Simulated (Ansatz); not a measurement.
What does this script print? It uses Ansatz 0.2.0, Python API.

The script, `cro2_walk.py`:
```python
"""A displacement scan in CrO2 with warm starts."""

import logging
import sys

import ansatz as az
import numpy as np
import pandas as pd

logging.basicConfig(stream=sys.stdout, format="%(levelname)s %(message)s")
log = logging.getLogger("cro2")
log.setLevel(logging.INFO)


def main() -> None:
    lattice = az.Lattice.of(
        (4.421, 0.0, 0.0),
        (0.0, 4.421, 0.0),
        (0.0, 0.0, 2.917),
    )
    sites = [
        ("Cr", (0.0, 0.0, 0.0), 2.1),
        ("Cr", (0.5, 0.5, 0.5), -2.1),
        ("O", (0.301, 0.301, 0.0), 0.0),
        ("O", (0.199, 0.801, 0.5), 0.0),
        ("O", (0.699, 0.699, 0.0), 0.0),
        ("O", (0.801, 0.199, 0.5), 0.0),
    ]
    system = az.Crystal(lattice=lattice)
    for symbol, position, moment in sites:
        system = system.atom(symbol, position, moment=moment or None)

    start = np.array(system.resolved().sites[1].position)
    previous, rows = None, []
    for step in range(4):
        target = start + step * 0.015 * np.eye(3)[2]
        job = system.move(1, to=target).calculation()
        job = job.scf(tolerance=1e-08)
        job = job.functional(az.Functional.PBE).basis(450)
        job = job.occupations("Fermi-Dirac", width=100 * az.meV)
        job = job.spin("collinear")
        job = job.hubbard("Cr", "d", u=2.9, j=0.9).kpoints(mesh=(4, 4, 6))
        job = job.pseudopotentials("paw").forces()
        session = job.session()
        if previous is not None:
            session.seed_next_step(previous)
        previous = session.plan(retain="wavefunctions").execute()
        report = previous.report
        shift = float(np.linalg.norm((target - start) @ np.array(report["lattice"]["cell_ang"])))
        rows.append((step, shift, report["lagrangian_ev"], float(np.linalg.norm(report["forces_ev_ang"][1])), report["n_iterations"], report["n_symmetry_ops"]))
    rows = [(row[0], row[1], 1000 * (row[2] - rows[0][2]), *row[3:]) for row in rows]
    print(pd.DataFrame(rows, columns=["step", "moved A", "dE meV", "force on it eV/A", "iterations", "symmetry operations"]).round(4).to_string(index=False))


if __name__ == "__main__":
    main()
```

```console
$ python cro2_walk.py
 step  moved A   dE meV  force on it eV/A  iterations  symmetry operations
    0   0.0000   0.0000            0.0000           2                    8
    1   0.0438  13.7417            0.6292          13                    4
    2   0.0875  55.2364            1.2698          14                    4
    3   0.1313 125.0197            1.9202          14                    4
```

Notes:
- The magnetic order follows from the starting moments and needn't be the lowest.
- For a metal this k-point mesh is coarse: on a finer one energies can move by several to tens of meV an atom and pressures by half a GPa or more, differences at one mesh by less.
- The starting cell is as deposited in a crystallographic database; the results hold for this polymorph, which needn't be the stable one.
- The first step keeps the crystal's symmetry; the moved atom lowers it.
- It ran for 5.6 min on 1 thread of Arm Neoverse V1, on a shared host, peak memory 0.9 GiB.
